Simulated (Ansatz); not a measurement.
# BAs (F-43m) in Ansatz: further runs

Aim: see how the results for BAs move with the level of theory and the settings. Levels: PBE, HSE06. Tasks: single point, relaxation of cell and atoms.

Program: Ansatz 0.2.0. These are calculated values, not measurements. Logs are shortened: lines on timing, memory, paths and dates and some standing lists are left out, and cuts for length are marked.

## 1. The structure

It takes space group F-43m (No. 216, cubic). Conventional cell: a = 4.777 Å, b = 4.777 Å, c = 4.777 Å, α = 90.00°, β = 90.00°, γ = 90.00°. As (site symmetry -43m) is surrounded by 4 B at 2.07 Å. Around B (site symmetry -43m) lie 4 As at 2.07 Å.

## 2. Single point, PBE

The input, input.yaml:

```yaml
crystal:
  lattice:
    - [0.0, 2.3885, 2.3885]
    - [2.3885, 0.0, 2.3885]
    - [2.3885, 2.3885, 0.0]
  atoms:
    - { symbol: As, position: [0.75, 0.75, 0.75] }
    - { symbol: B, position: [0.0, 0.0, 0.0] }
hamiltonian:
  xc: pbe
  pseudopotentials: { kind: paw }
kpoints:
  mp_grid: { grid: [10, 10, 10] }
scf:
  occupations: { method: gaussian, width: 0.011 }
output:
  forces: true
  stress: true
  eigenvalues: true
```

Potentials or basis: Ansatz PAW.

Run with:

```bash
$ ansatz run input.yaml --threads 2 --pin off --max-ram 5632MiB --backend cpu --events-out ev --progress --plain --runs-dir out
```

The log of the run:

```text
Warning: RAYON_NUM_THREADS=2 ignored (pool sized by the plan → 2); use --threads N
Engine: ansatz 0.2.0, x86_64-unknown-linux-gnu
Pseudopotentials: kind: paw
Pseudopotential: As, paw, valence charge 15, recommended cutoff 420 eV (normal), As.paw.azcp
Pseudopotential: B, paw, valence charge 3, recommended cutoff 420 eV (normal), B.paw.azcp
Functional definition: PBE
  parameter kappa = 0.804
  parameter beta = 0.06672455060314922
  exchange = pbe_x(kappa = kappa, mu = beta*pi^2/3)
  correlation = pbe_c(beta = beta)
Crystal: 2 atoms, lattice volume = 27.252 Å³
Basis set: ecut = 420 eV, 531 PW (Γ), exchange–correlation on 48×48×48 points (8 copies of the dense FFT grid, shifted against one another)
Bands: 13, of which v1, the nominal top of the filled ones, is band 9 counted from 1 (8 counted from 0)
Symmetry: 24 space group operations
Space group: F-43m (ITA 216), of the structure as read, at distance tolerance 3.0e-5 Å
k-points: 47 of 1000 (time reversal used)
Non-local potential: As, projectors of the file, l = 0: 2, l = 1: 2, l = 2: 3, l = 3: 1
Non-local potential: B, projectors of the file, l = 0: 2, l = 1: 2, l = 2: 1
PAW form: soft (Blöchl's): semilocal exchange-correlation on the pseudo side does not see the compensation charge
PAW one-centre angular grid: As, 590 points (default); XC on 64 Gauss nodes
PAW one-centre angular grid: B, 110 points (default); XC on 64 Gauss nodes
Initial density: superposition of atomic densities (neutral atoms: chi_scale 0, normalization atom), corrected by the library's trained network
Initial wavefunctions: pseudopotential atomic-orbital guess
Functional: x = pbe(κ = 0.804, μ = 0.2195149727645171), c = pbe(β = 0.06672455060314922)
SCF iter   1: F=—  HF=-5012.100100 eV  |F-HF|=—  |Δ(HF+E_count)|=         —  Δρ=7.94e-4  dr2=9.89e-5  ethr=1.77e-3  ⟨swp⟩=6.0  Hψ=3372  notcnv=0
preconditioner: auto → none  [insulator: Δε(μ)=1.185 eV  Ē_g=12.413 eV  σ=0.011 eV  W_gap=1.00  n_scr=8 (ndim 8)  ℏωp=20.1 eV  f_vac=0.001  D(μ)=0.00/eV (n_scr^D=0)  ε∞_Penn≈3.6]
SCF iter   2: F=—  HF=-5012.100235 eV  |F-HF|=—  |Δ(HF+E_count)|=   1.35e-4  Δρ=4.46e-4  dr2=3.12e-5  ethr=5.49e-7  ⟨swp⟩=2.9  Hψ=1714  notcnv=0
SCF iter   3: F=—  HF=-5012.100260 eV  |F-HF|=—  |Δ(HF+E_count)|=   2.44e-5  Δρ=2.46e-4  dr2=5.67e-6  ethr=1.73e-7  ⟨swp⟩=2.2  Hψ=989  notcnv=0
SCF iter   4: F=—  HF=-5012.100282 eV  |F-HF|=—  |Δ(HF+E_count)|=   2.28e-5  Δρ=4.70e-5  dr2=6.07e-7  ethr=3.15e-8  ⟨swp⟩=2.9  Hψ=1034  notcnv=0
iter 5 did not close the SCF: its close was put off for the readings that it lacked (scf_convergence_deferred on its scf_iter line)
SCF iter   5: F=-5012.100282 eV  HF=-5012.100282 eV  |F-HF|=5.52e-8  |Δ(HF+E_count)|=   8.62e-8  Δρ=1.85e-5  dr2=8.27e-8  ethr=3.37e-9  ⟨swp⟩=2.2  Hψ=1009  notcnv=0
SCF iter   6: F=-5012.100282 eV  HF=-5012.100282 eV  |F-HF|=9.10e-9  |Δ(HF+E_count)|=   9.86e-9  Δρ=5.73e-6  dr2=6.46e-9  ethr=4.59e-10  ⟨swp⟩=2.5  Hψ=2014  notcnv=0
SCF 1 converged in 6 iterations: F = -5012.100282 eV  dr2 = 6.46e-9
SCF converged after 6 iterations
Free energy (F): -5012.100282 eV
Harris-Foulkes:  -5012.100282 eV  (|F-HF|=9.10e-9)
Internal energy: -5012.100282 eV  (E = F + TS)
E sigma→0 (E₀):  -5012.100282 eV
Fermi energy:    11.717837 eV
--- Per-component energies (eV) ---
  E_band       = -210.288264
  E_kinetic    = 152.077918
  E_local      = -1693.918533  (includes V_loc(G=0)·N_el)
  E_nonlocal   = -657.791729
  E_hartree    = 940.035333
  E_xc         = -111.431436
  E_vxc        = -117.663116  (∫ρ·V_xc dr)
  E_paw        = -1915.296846  (= ΣΔE_a)
  E_vpaw       = 226.939651  (= ΣTr[D̂ρ^β])
  E_aug_tail   = 0.000007  (compensation charges beyond the density's cutoff)
  E_ewald      = -1725.774997
  E_smearing   = -0.000000  (= −TS)
  E_closure    = 0.000000  (closes the sum)
  Σ components = -5012.100282   (vs F -5012.100282, Δ=0.00e0)
--- Forces (eV/Å), atoms counted from 1 ---
  atom   1  As    -0.00000000     0.00000000     0.00000000
  atom   2  B     -0.00000000     0.00000000     0.00000000
  max |Σ_I F_I| component: 5.94e-16 eV/Å
--- Stress (GPa, compression-positive) ---
        2.768940      -0.000000      -0.000000
        0.000000       2.768940       0.000000
       -0.000000       0.000000       2.768940
  P = ⅓ Tr σ = 2.7689 GPa (27.689 kbar)
--- Band table (eV; the first three rows and the last of 47) ---
  k-point 0: bands = ["-24.6853", "-24.6853", "-24.6853", "-24.6629", "-24.6629", "-4.2776", "11.1258", "11.1258", "11.1258", "14.4068", "14.4068", "14.4068", "15.7993"]
  k-point 1: bands = ["-24.6849", "-24.6845", "-24.6845", "-24.6629", "-24.6629", "-4.1133", "9.7311", "10.8247", "10.8247", "14.5513", "14.8042", "14.8042", "16.6770"]
  k-point 2: bands = ["-24.6841", "-24.6827", "-24.6827", "-24.6626", "-24.6626", "-3.6289", "7.3682", "10.2508", "10.2508", "14.3338", "15.5229", "15.5229", "18.3088"]
  k-point 46: bands = ["-24.6837", "-24.6762", "-24.6697", "-24.6660", "-24.6595", "0.0472", "3.0160", "5.7739", "6.0280", "15.6618", "15.9932", "18.9577", "19.0721"]
```

Run time: 1.3 s. Hardware: 2 threads of Intel Xeon at 2.70GHz, shared host; peak memory 0.32 GiB.

Results:

| Property | Result |
| --- | --- |
| Free energy | -5012.1003 eV |
| Pressure | 2.8 GPa |
| Band gap on the k mesh | 1.18 eV, indirect (least direct gap 3.28 eV) |

A k mesh can miss the band edges. PBE gaps usually lie below the measured ones, often by a third to a half.

## 3. Relaxation of cell and atoms, PBE

Edit input.yaml of step 2 so:

```diff
@@ -14,3 +14,3 @@
 scf:
-  occupations: { method: gaussian, width: 0.011 }
+  occupations: { method: fermi_dirac, width: 0.05 }
 output:
@@ -18,2 +18,9 @@
   stress: true
-  eigenvalues: true
+  write_density: true
+  write_potential: true
+  elf: true
+  volumetric_format: npy
+relax:
+  f_tol: 0.01
+  max_steps: 40
+  cell: { stress_tol: 0.05 }
```

Potentials or basis: Ansatz PAW.

Run with:

```bash
$ ansatz run input.yaml --threads 2 --pin off --max-ram 5632MiB --backend cpu --events-out ev --progress --plain --runs-dir out
```

The log of the run:

```text
Warning: RAYON_NUM_THREADS=2 ignored (pool sized by the plan → 2); use --threads N
[... 9 set-up lines as earlier in the session ...]
Crystal: 2 atoms, lattice volume = 27.252 Å³
Basis set: ecut = 420 eV, 531 PW (Γ), exchange–correlation on 48×48×48 points (8 copies of the dense FFT grid, shifted against one another)
Bands: 13, of which v1, the nominal top of the filled ones, is band 9 counted from 1 (8 counted from 0)
[... 2 set-up lines as earlier in the session ...]
k-points: 47 of 1000 (time reversal used)
[... 8 set-up lines as earlier in the session ...]
SCF iter   1: F=—  HF=-5012.100186 eV  |F-HF|=—  |Δ(HF+E_count)|=         —  Δρ=7.96e-4  dr2=1.03e-4  ethr=1.77e-3  ⟨swp⟩=5.6  Hψ=3462  notcnv=0
[... 54 lines left out ...]
  E_local      = -1711.360261  (includes V_loc(G=0)·N_el)
  E_nonlocal   = -657.826942
  E_hartree    = 946.619096
  E_xc         = -111.112687
  E_vxc        = -117.242220  (∫ρ·V_xc dr)
  E_paw        = -1915.279896  (= ΣΔE_a)
  E_vpaw       = 226.934597  (= ΣTr[D̂ρ^β])
  E_aug_tail   = 0.000006  (compensation charges beyond the density's cutoff)
  E_ewald      = -1714.354683
  E_smearing   = -0.000000  (= −TS)
  E_closure    = -0.000000  (closes the sum)
  Σ components = -5012.104996   (vs F -5012.104996, Δ=0.00e0)
--- Forces (eV/Å), atoms counted from 1 ---
  atom   1  As     0.00000000     0.00000000     0.00000000
  atom   2  B     -0.00000000     0.00000000     0.00000000
  max |Σ_I F_I| component: 2.26e-16 eV/Å
--- Stress (GPa, compression-positive) ---
        0.038353      -0.000000       0.000000
       -0.000000       0.038353       0.000000
        0.000000       0.000000       0.038353
  P = ⅓ Tr σ = 0.0384 GPa (0.384 kbar)
--- Band table (eV; the first three rows and the last of 47) ---
  k-point 0: bands = ["-24.9744", "-24.9744", "-24.9744", "-24.9538", "-24.9538", "-4.4128", "10.8104", "10.8104", "10.8104", "14.0667", "14.0667", "14.0667", "15.2325"]
  k-point 1: bands = ["-24.9742", "-24.9737", "-24.9737", "-24.9537", "-24.9537", "-4.2516", "9.4270", "10.5163", "10.5163", "14.1669", "14.4556", "14.4556", "16.1574"]
  k-point 2: bands = ["-24.9734", "-24.9720", "-24.9720", "-24.9535", "-24.9535", "-3.7764", "7.0962", "9.9536", "9.9536", "13.9196", "15.1634", "15.1634", "17.8301"]
  k-point 46: bands = ["-24.9730", "-24.9661", "-24.9600", "-24.9566", "-24.9505", "-0.1997", "2.7939", "5.5748", "5.8259", "15.3332", "15.6189", "18.5236", "18.6597"]
--- Relaxed structure (3 steps of the walk, 3 accepted, 1 SCFs on fresh bases) ---
  F+E_penalty+E_count = -5012.10499586 eV   max|allowed force component| = 9.975e-17 eV/Å   (the final SCF, on the basis selected at the relaxed cell)
  cell:  # Å, volume = 27.8007 Å³
    - [1.1464587074015083e-34, 2.4044111889115434, 2.4044111889115434]
    - [2.4044111889115434, 6.229092310214858e-33, 2.4044111889115434]
    - [2.4044111889115434, 2.4044111889115434, 5.299186914211413e-33]
  atoms:
    - { symbol: As, position: [0.75, 0.75, 0.75] }
    - { symbol: B, position: [1.0616737534477122e-33, -9.67601395547282e-34, -9.67601395547282e-34] }
```

rho_z.tsv:

```text
# z_ang	rho[e/angstrom^3]
# format = ansatz-planar-average/11
# lattice	0.000000000	2.404411189	2.404411189
# lattice	2.404411189	0.000000000	2.404411189
# lattice	2.404411189	2.404411189	0.000000000
# sites	2
# site	33	3.606616783	3.606616783	3.606616783
# site	5	-0.000000000	0.000000000	0.000000000
0.000000	4.449122e-1
0.141681	3.685825e-1
0.283363	3.157677e-1
0.425044	2.739083e-1
0.566725	2.385477e-1
0.708406	2.094103e-1
[... 16 lines left out ...]
3.116988	7.728193e-1
3.258670	5.687337e-1
```

Run time: 6.5 s. Hardware: 2 threads of Intel Xeon at 2.70GHz, shared host; peak memory 0.35 GiB.

Results:

```
Free energy                            : -5012.1050 eV
Relaxed volume                         : 13.90 Å³/atom
Relaxed cell                           : a = 3.400 Å, b = 3.400 Å, c = 3.400 Å, α = 60.00°, β = 60.00°, γ = 60.00°
Space group after relaxing (to 0.05 Å) : F-43m (No. 216)
Energy gained by relaxing              : 2.4 meV/atom
Ionic steps                            : 4
Pressure after relaxing                : 0.0 GPa
Band gap on the k mesh                 : 1.20 eV, indirect (least direct gap 3.26 eV)
```

Step by step:
```tsv
step	energy change (eV)	largest force (eV/Å)	volume (Å³)
1	0.0000	0.0000	27.25
2	-0.0041	0.0000	27.65
3	-0.0044	0.0000	27.80
4	-0.0047	0.0000	27.80
```

Final structure:
```cif
data_structure
_symmetry_space_group_name_H-M 'P 1'
_symmetry_Int_Tables_number 1
_cell_length_a 3.4004
_cell_length_b 3.4004
_cell_length_c 3.4004
_cell_angle_alpha 60.000
_cell_angle_beta 60.000
_cell_angle_gamma 60.000
_cell_volume 27.80
loop_
_atom_site_label
_atom_site_type_symbol
_atom_site_fract_x
_atom_site_fract_y
_atom_site_fract_z
_atom_site_occupancy
As1 As 0.75000 0.75000 0.75000 1
B1 B 0.00000 0.00000 0.00000 1
```

Caveat: the plane-wave basis is chosen anew once the cell has moved, so the energies of steps on either side of that aren't comparable. Zero-point motion and thermal expansion aren't in these numbers.

(Continued in part 2 of 2.)
